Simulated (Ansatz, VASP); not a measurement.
# One calculation of Ta, two programs

INCAR

```
PREC = Accurate ; ENCUT = 520
EDIFF = 1E-6 ; ISMEAR = 0
SIGMA = 0.1 ; LREAL = False
LASPH = True ; NELM = 80
ALGO = Normal ; ISIF = 2
LWAVE = False ; LCHARG = False
GGA = PE ; NBANDS = 12
```

Contents of KPOINTS:

```
Automatic mesh
0
Gamma
  18 18 18
```

The input POSCAR:

```
Ta
1.0
   -1.6426321103      1.6426321103      1.6426321103
    1.6426321103     -1.6426321103      1.6426321103
    1.6426321103      1.6426321103     -1.6426321103
Ta
1
Direct
    0.0000000000      0.0000000000      0.0000000000
```

Input for Ansatz:

```yaml
crystal:
  lattice:
    - [-1.6426321103, 1.6426321103, 1.6426321103]
    - [1.6426321103, -1.6426321103, 1.6426321103]
    - [1.6426321103, 1.6426321103, -1.6426321103]
  atoms:
    - { symbol: Ta, position: [0.0, 0.0, 0.0] }
basis:
  ecutwfc: 420
kpoints:
  mp_grid: { grid: [18, 18, 18] }
hamiltonian:
  xc: pbe
scf:
  occupations: { method: gaussian, width: 0.1 }
output:
  forces: true
  stress: true
  eigenvalues: true
  write_density: true
  write_potential: true
  elf: true
  volumetric_format: npy
```

Alike in both runs: task single point; functional PBE; k mesh 18 × 18 × 18; occupations gaussian, width 0.1 eV; no spin polarisation.

|  | VASP | Ansatz |
| --- | --- | --- |
| version | VASP 6.6.1 | Ansatz 0.2.0 |
| potentials or method | VASP PAW PBE potentials, release 64 (Ta_pv) | scalar-relativistic, plane waves, PAW |
| plane-wave cutoff (eV) | 520 | 420 |
| valence electrons in the cell | 11 | 13 |

|  | VASP | Ansatz | Ansatz less VASP |
| --- | --- | --- | --- |
| gap on the k mesh at the Fermi level (eV) | none | none | - |
| pressure (GPa) | 6.4 | 6.2 | -0.14 |

A gap of «none» marks a metal or a gap that the smearing closes. With one functional, cell and mesh, what is left measures potentials, basis and numerics. The two sets of potentials don't hold the same shells in valence.

Spin-orbit coupling is left out, which matters for the levels of Ta.
